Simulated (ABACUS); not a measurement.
The system is Pt.

```xyz
1
Lattice="0.0000 1.9609 1.9609 1.9609 0.0000 1.9609 1.9609 1.9609 0.0000" Properties=species:S:1:pos:R:3 pbc="T T T"
Pt    0.0000    0.0000    0.0000
```

A run of ABACUS 3.10.1 on this cell left the log below. Logs are shortened: lines on timing, memory, paths and dates and some standing lists are left out, and cuts for length are marked.

```text
ABACUS v3.10.1

               Atomic-orbital Based Ab-initio Computation at UStc

 ------------------------------------------------------------------------------------

 READING GENERAL INFORMATION
                           global_out_dir = OUT.Pt/
                           global_in_card = INPUT
                               pseudo_dir = ./
                              orbital_dir =
                                    DSIZE = 4
                                    GSIZE = 1

 READING UNITCELL INFORMATION
                                    ntype = 1
                  lattice constant (Bohr) = 1.88973
              lattice constant (Angstrom) = 1

 READING ATOM TYPE 1
                               atom label = Pt
                      L=0, number of zeta = 1
                      L=1, number of zeta = 1
                      L=2, number of zeta = 1
             number of atom for this type = 1

                        TOTAL ATOM NUMBER = 1
DIRECT COORDINATES
    atom                   x                   y                   z     mag                  vx                  vy                  vz
taud_Pt1            0.0000000000        0.0000000000        0.0000000000  0.0000        0.0000000000        0.0000000000        0.0000000000

                          Volume (Bohr^3) = 101.764
                             Volume (A^3) = 15.0798

 Lattice vectors: (Cartesian coordinate: in unit of a_0)
                   +0             +1.9609             +1.9609
              +1.9609                  +0             +1.9609
              +1.9609             +1.9609                  +0
 Reciprocal vectors: (Cartesian coordinate: in unit of 2 pi/a_0)
            -0.254985           +0.254985           +0.254985
            +0.254985           -0.254985           +0.254985
            +0.254985           +0.254985           -0.254985
 The esolver type has been set to : ksdft_pw

[... 212 lines left out ...]

 Density error is 0.806577485866
                          Error Threshold = 0.01
----------------------------------------------------------
     Energy           Rydberg                 eV
----------------------------------------------------------
 E_KohnSham     -210.0539592566      -2857.9307333498
 E_Harris       -217.5118190866      -2959.4001219231
 E_Fermi        1.8883237613         25.6919628228
----------------------------------------------------------
[... 51 lines left out ...]
 Density error is 6.9759065065e-09
                          Error Threshold = 4.72052608733e-09
----------------------------------------------------------
     Energy           Rydberg                 eV
----------------------------------------------------------
 E_KohnSham     -210.3072390278      -2861.3767814266
 E_KS(sigma->0) -210.3068025211      -2861.3708424473
 E_Harris       -210.3066180907      -2861.3683331428
 E_band         0.4383628306         5.9642322880
 E_one_elec     -19.8327822193       -269.8388453760
 E_Hartree      24.4181537470        332.2260255990
 E_xc           -56.5184502883       -768.9729660506
 E_Ewald        -158.3732872536      -2154.7791176404
 E_entropy(-TS) -0.0008730135        -0.0118779587
 E_descf        0.0000000000         0.0000000000
 E_exx          0.0000000000         0.0000000000
 E_Fermi        1.6495497995         22.4432764074
----------------------------------------------------------

 charge density convergence is achieved
 final etot is -2861.3767814 eV
 EFERMI = 22.443276407 eV
The vacuum level is 22.130787626 eV

 STATE ENERGY(eV) AND OCCUPATIONS    NSPIN == 1
 1/12 kpoint (Cartesian) = 0.0000 0.0000 0.0000 (411 pws)
       1       -30.0831     0.00200000
       2       -30.0831     0.00200000
       3       -30.0831     0.00200000
       4        12.1243     0.00200000
       5        18.6132     0.00200000
       6        18.6132     0.00200000
[... 98 lines left out ...]
       5        18.5517     0.00800000
       6        18.5517     0.00800000
[... 10 lines left out ...]
      17        52.3510        0.00000
      18        57.5886        0.00000

[... levels at 6 further k points ...]

------------------------------------------------------------------------------------------
 TOTAL-FORCE (eV/Angstrom)
------------------------------------------------------------------------------------------
                       Pt1         0.0000000000         0.0000000000         0.0000000000
------------------------------------------------------------------------------------------

----------------------------------------------------------------
 TOTAL-STRESS (KBAR)
----------------------------------------------------------------
       -17.7905993013        -0.0000000000         0.0000000000
         0.0000000000       -17.7905993013         0.0000000000
        -0.0000000000        -0.0000000000       -17.7905993013
----------------------------------------------------------------
 TOTAL-PRESSURE: -17.790599 KBAR

 --------------------------------------------
 !FINAL_ETOT_IS -2861.3767814266111600 eV
 --------------------------------------------
```

What input gives this log?

Single point with PBEsol, no spin polarisation. The files as run (others can give the same):

run_abacus.py
```python
"""ABACUS run from a structure file: ASE reads it, the script writes STRU, KPT and INPUT."""
import re
import subprocess
from ase.io import read
from ase.units import Bohr

atoms = read("POSCAR")
atoms = atoms[(-atoms.numbers).argsort(kind="stable")]  # ABACUS lists atoms element by element
pseudo = {'Pt': 'pt_pbe_v1.4.uspp.F.UPF'}
orbital = {}
magmoms = None
kmesh = [10, 10, 10]
params = {
    'suffix': 'Pt',
    'calculation': 'scf',
    'basis_type': 'pw',
    'pseudo_dir': './',
    'symmetry': 1,
    'dft_functional': 'pbesol',
    'ecutwfc': 40,
    'pseudo_rcut': 10,
    'nspin': 1,
    'nbands': 18,
    'ks_solver': 'dav',
    'smearing_method': 'fd',
    'smearing_sigma': 0.00367493,
    'scf_thr': 1e-08,
    'scf_nmax': 100,
    'mixing_type': 'broyden',
    'mixing_beta': 0.7,
    'cal_force': 1,
    'cal_stress': 1,
    'ecutrho': 320,
    'out_chg': 1,
    'out_pot': 2,
    'out_elf': 0,
    'kpar': 4,
}

symbols = atoms.get_chemical_symbols()
elements = list(dict.fromkeys(symbols))
lines = ["ATOMIC_SPECIES"] + [f"{e} {atoms.get_masses()[symbols.index(e)]:.4f} {pseudo[e]}" for e in elements]
if orbital:
    lines += ["", "NUMERICAL_ORBITAL"] + [orbital[e] for e in elements]
lines += ["", "LATTICE_CONSTANT", f"{1 / Bohr:.10f}", "", "LATTICE_VECTORS"]
lines += [" ".join(f"{x:.10f}" for x in v) for v in atoms.cell]
lines += ["", "ATOMIC_POSITIONS", "Direct"]
for e in elements:
    lines += ["", e, "0.0", str(symbols.count(e))]
    for i, p in enumerate(atoms.get_scaled_positions(wrap=False)):
        if symbols[i] == e:
            mag = "" if magmoms is None else " mag " + " ".join(str(x) for x in (magmoms[i] if isinstance(magmoms[i], list) else [magmoms[i]]))
            lines.append(" ".join(f"{x:.10f}" for x in p) + " 1 1 1" + mag)
open("STRU", "w").write("\n".join(lines) + "\n")
open("KPT", "w").write("K_POINTS\n0\nGamma\n%d %d %d 0 0 0\n" % tuple(kmesh))
open("INPUT", "w").write("INPUT_PARAMETERS\n" + "".join(f"{k:<20s}{v}\n" for k, v in params.items()))

done = subprocess.run(['mpirun', '-np', '4', 'abacus'])
if done.returncode:
    raise SystemExit(done.returncode)
log = open("OUT.Pt/running_scf.log").read()
print("final energy (eV):", re.findall(r"FINAL_ETOT_IS (\S+)", log))
```

POSCAR
```
Pt
1.0
    0.0000000000      1.9609000000      1.9609000000
    1.9609000000      0.0000000000      1.9609000000
    1.9609000000      1.9609000000      0.0000000000
Pt
1
Direct
    0.0000000000      0.0000000000      0.0000000000
```

Potentials or basis: GBRV ultrasoft 1.5 PBE, plane waves.
The run is started by
```bash
$ OMP_NUM_THREADS=1 python run_abacus.py > log
```
